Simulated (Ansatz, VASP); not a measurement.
## CdS in VASP and in Ansatz

```
Cd S
1.0
     4.16218    0.00000    0.00000
    -2.08109    3.60456    0.00000
     0.00000    0.00000    6.79370
Cd S
2 2
Cartesian
  0.0000 2.4030 0.0000
  2.0811 1.2015 3.3968
  0.0000 2.4030 2.6156
  2.0811 1.2015 6.0124
```

Change from the starting cell: volume scaled by 1.02, crystal datasets.

Alike in both runs: task electric field gradients; functional PBE; k mesh 7 × 7 × 4; occupations fermi-dirac, width 0.01 eV; no spin polarisation.

|  | VASP | Ansatz |
| --- | --- | --- |
| version | VASP 6.6.1 | Ansatz 0.2.0 |
| potentials or method | VASP PAW PBE potentials, release 64 (Cd, S), cutoff 520 eV | all-electron PAW with datasets made for the crystal, scalar-relativistic |

Ansatz gave:

| Property | Result |
| --- | --- |
| gap on the k mesh at the Fermi level (eV) | 1.18 |
| pressure (GPa) | 1.3 |
| largest component of the traceless stress (GPa) | 1.32 |
| rms of the force components (eV/Å) | 0.140 |
| Vzz of the field gradient on the site that differs most (V/Å²) | 31.9 |

Q: Which values does VASP return?

A: gap on the k mesh at the Fermi level (eV): 1.18; pressure (GPa): 1.6; largest component of the traceless stress (GPa): 1.37; rms of the force components (eV/Å): 0.144; Vzz of the field gradient on the site that differs most (V/Å²): 34.4.

Atom by atom the forces differ by 0.004 eV/Å (rms over components). Ansatz ran all-electron here, so the differences hold the error of VASP's frozen core and of both bases. Ansatz warned: «gradients_without_spin_orbit».
